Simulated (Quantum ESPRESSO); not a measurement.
InP, 2 atoms in the cell. Symmetry: F-43m, No. 216, cubic system. The conventional cell has a = 5.861 Å, b = 5.861 Å, c = 5.861 Å, α = 90.00°, β = 90.00°, γ = 90.00°. In (site symmetry -43m) is surrounded by 4 P at 2.54 Å. P (site symmetry -43m) has 4 In at 2.54 Å as nearest neighbours. 

```yaml
Program: Quantum ESPRESSO 7.5
Task: single point
Functional: PBE
Potentials_or_basis: SG15 PBE 1.2
Cutoff: 952 eV
Density_cutoff: 3810 eV
k_mesh: 6 × 6 × 6
Occupations: fermi-dirac, width 0.05 eV
Spin: no spin polarisation
Mixing_beta: 0.5
Most_SCF_iterations: 120
SCF_threshold: 4e-10 Ry
```

Potentials or basis: SG15 PBE 1.2.

Launch:

```console
$ OMP_NUM_THREADS=1 mpirun -n 2 pw.x -nk 2 -in pw.in > pw.out
```

Hardware: 2 MPI ranks on Arm Neoverse V2 (shared host).

Q: How long does it take, and how much memory?

A: Wall time 8.2 s on 2 MPI ranks on Arm Neoverse V2, on a shared host, peak memory 0.14 GiB a rank. Counts: scf iterations 9, k pools 2, bands 15, k points 16, g dense 26813.
